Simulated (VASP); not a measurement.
Set up this calculation in VASP 6.6.1, as the native input.

* Task: relaxation of cell and atoms
* Functional: PBE
* Potentials or basis: VASP PAW PBE potentials, release 54 (Pt, S)
* Cutoff: 600 eV
* k mesh: 9 × 9 × 5
* Occupations: fermi-dirac, width 0.05 eV
* Spin: no spin polarisation
* Further INCAR settings: ALGO = Normal; EDIFF = 1e-07; IBRION = 2; EDIFFG = -0.02; NSW = 40; ISIF = 3

The structure of PtS2 lies in POSCAR:

```
PtS2
1.0
    3.5432000000      0.0000000000      0.0000000000
   -1.7716000000      3.0685012107      0.0000000000
    0.0000000000      0.0000000000      5.0388000000
Pt S
1 2
Direct
    0.0000000000      0.0000000000      0.0000000000
    0.6666666667      0.3333333333      0.7730000000
    0.3333333333      0.6666666667      0.2270000000
```

These files were run (other wordings do the same):

INCAR

```
SYSTEM = PtS2
ALGO = Normal
EDIFF = 1E-7
EDIFFG = -0.02
ENCUT = 600
GGA = PE
IBRION = 2
ISIF = 3
ISMEAR = -1
LASPH = .True.
LCHARG = .False.
LREAL = .False.
LWAVE = .False.
NELM = 60
NSW = 40
PREC = Accurate
SIGMA = 0.05
```

KPOINTS

```
k-points
0
Gamma
  9 9 5
  0 0 0
```

Potentials or basis: VASP PAW PBE potentials, release 54 (Pt, S).

Launch:

```bash
$ cat potpaw_PBE.54/Pt/POTCAR potpaw_PBE.54/S/POTCAR > POTCAR
$ mpirun -np 1 vasp_std > vasp.out
```

Results of the run:

```
Relaxed volume                         : 23.22 Å³/atom
Relaxed cell                           : a = 3.575 Å, b = 3.575 Å, c = 6.294 Å, α = 90.00°, β = 90.00°, γ = 120.00°
Space group after relaxing (to 0.05 Å) : P-3m1 (No. 164)
Energy gained by relaxing              : 62.8 meV/atom
Ionic steps                            : 19
Pressure after relaxing                : 0.0 GPa
Band gap on the k mesh                 : 1.51 eV, indirect (least direct gap 1.54 eV)
```

Caveat: the volume moved by over 15 % at a fixed basis, so the end points are rough; spin-orbit coupling is left out, which moves the levels of the heavy elements; an odd mesh through Γ misses points on the zone boundary, where band edges often lie; this functional lacks dispersion, which binds the layers, so the pressure and a relaxed spacing across them are unreliable, and here the layers came unbound; the volume moved by +27 % from the deposited cell, more than functionals usually miss.

Run time: 5.7 min on 1 thread of AMD EPYC 9R45 (Zen 5) (shared host), peak memory 0.19 GiB.
